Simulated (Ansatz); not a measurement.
Theory: DFT PBE, scalar-relativistic, plane waves, PAW in Ansatz. Settings: cutoff 420 eV, Γ-centred meshes spaced at most about 0.3 Å⁻¹, and about 0.25 Å⁻¹ or finer for metals (2π included), Gaussian smearing. No spin polarisation.

All energies are static (0 K, no zero-point motion).

Two relaxed structures of In₃GaAs₄:

A.

```yaml
crystal:
  lattice:
    - [4.28798, 0.00000, 0.00000]
    - [-2.14399, 3.71350, 0.00000]
    - [0.00000, 0.00000, 14.13596]
  atoms:
    - { symbol: In, position: [0.00000, 0.00000, 0.25053] }
    - { symbol: In, position: [0.66667, 0.33333, 0.99451] }
    - { symbol: In, position: [0.66667, 0.33333, 0.50671] }
    - { symbol: Ga, position: [0.00000, 0.00000, 0.75074] }
    - { symbol: As, position: [0.00000, 0.00000, 0.43981] }
    - { symbol: As, position: [0.00000, 0.00000, 0.92785] }
    - { symbol: As, position: [0.66667, 0.33333, 0.18382] }
    - { symbol: As, position: [0.66667, 0.33333, 0.69703] }
```

B.

```yaml
crystal:
  lattice:
    - [6.07736, 0.00000, 0.00000]
    - [0.00000, 6.07736, 0.00000]
    - [0.00000, 0.00000, 6.07736]
  atoms:
    - { symbol: In, position: [0.50000, 0.00000, 0.00000] }
    - { symbol: In, position: [0.00000, 0.00000, 0.50000] }
    - { symbol: In, position: [0.00000, 0.50000, 0.00000] }
    - { symbol: Ga, position: [0.50000, 0.50000, 0.50000] }
    - { symbol: As, position: [0.26006, 0.73994, 0.26006] }
    - { symbol: As, position: [0.26006, 0.26006, 0.73994] }
    - { symbol: As, position: [0.73994, 0.73994, 0.73994] }
    - { symbol: As, position: [0.73994, 0.26006, 0.26006] }
```

Question: Which would you expect to be lower, and how large is the difference?

Answer: B is lower, by 17 meV/atom. A has In and Ga ordered on wurtzite sites, space group P3m1 (No. 156), 28.1 Å³/atom and no gap on its mesh; B has In and Ga ordered on zinc blende sites, space group P-43m (No. 215), 28.1 Å³/atom and no gap. Counting As atoms around Ga and In (those within 1.25 times the shortest such distance or 1.15 times the sum of covalent radii, 1.27 where that leaves under three), A and B both have In 4, Ga 4. Both come from invented guesses. Shaken at random and relaxed again, A came back.

For metals, differences of a few meV/atom aren't resolved. The zero gap of P3m1, P-43m may come from the functional, which often closes small gaps. Cells without such a test can be saddle points.
